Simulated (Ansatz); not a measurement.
The same path of a periodic cell of 20 atoms, C19O (surface graphene monolayer, adsorbate CO) was run twice with different band settings.

Level of theory: DFT PBE, scalar-relativistic, plane waves, PAW in Ansatz. Settings: cutoff 420 eV, k mesh 2x2x1, gaussian smearing 0.05 eV, no spin polarisation.

Relaxed end points:

```xyz
20
Lattice="7.3980 0.0000 0.0000 -3.6990 6.4069 0.0000 0.0000 0.0000 13.0000" Properties=species:S:1:pos:R:3
C -0.004 -0.008 0.807
C 1.244 0.712 0.806
C -1.227 2.139 0.807
C -0.004 2.844 0.807
C -2.455 4.260 0.807
C -1.227 4.969 0.807
C 2.472 0.003 0.806
C 3.695 0.709 0.807
C 1.244 2.124 0.807
C 2.472 2.833 0.807
C -0.004 4.263 0.807
C 1.244 4.983 0.807
C 4.943 -0.012 0.807
C 6.171 0.698 0.807
C 3.695 2.127 0.807
C 4.943 2.848 0.807
C 2.472 4.274 0.807
C 3.695 4.980 0.807
C -2.518 5.330 4.467
O -2.669 4.391 5.088
```

```xyz
20
Lattice="7.3980 0.0000 0.0000 -3.6990 6.4069 0.0000 0.0000 0.0000 13.0000" Properties=species:S:1:pos:R:3
C 0.011 -0.012 0.807
C 1.239 0.698 0.807
C -1.237 2.127 0.807
C 0.011 2.848 0.807
C -2.460 4.274 0.807
C -1.237 4.980 0.807
C 2.462 -0.008 0.807
C 3.710 0.712 0.806
C 1.239 2.139 0.807
C 2.462 2.844 0.807
C 0.011 4.260 0.807
C 1.239 4.969 0.807
C 4.938 0.003 0.806
C 6.161 0.709 0.807
C 3.710 2.124 0.807
C 4.938 2.833 0.807
C 2.462 4.263 0.807
C 3.710 4.983 0.807
C -0.052 5.330 4.467
O -0.203 4.391 5.088
```

Common settings: climbing image yes; spring 5.0 eV/Å²; optimiser quadratic models (default); end points relaxed.

| run | movable images | start path | force threshold | iteration limit |
| --- | --- | --- | --- | --- |
| 1 | 5 | IDPP | 0.05 eV/Å | 16 |
| 2 | 3 | default | 0.2 eV/Å | 41 |

(1) What does each run give, and how far can it be trusted?

## Answers

(1) Run 1: converged after 4 iterations, highest image 0.001 eV above the first end. The top lies less than 8 meV above the higher end, about what the thresholds resolve: that end is a shoulder or a very shallow well. The order of the stationary point at the top wasn't checked.
Run 2: converged after 4 iterations, highest image 0.001 eV above the first end. The threshold of 0.2 eV/Å is loose, so the images may lie well off the minimum-energy path. The top lies less than 8 meV above the higher end, about what the thresholds resolve: that end is a shoulder or a very shallow well. The order of the stationary point at the top wasn't checked.
Limits of this set-up: slab without dipole correction, no dispersion correction for a molecule that may bind weakly.
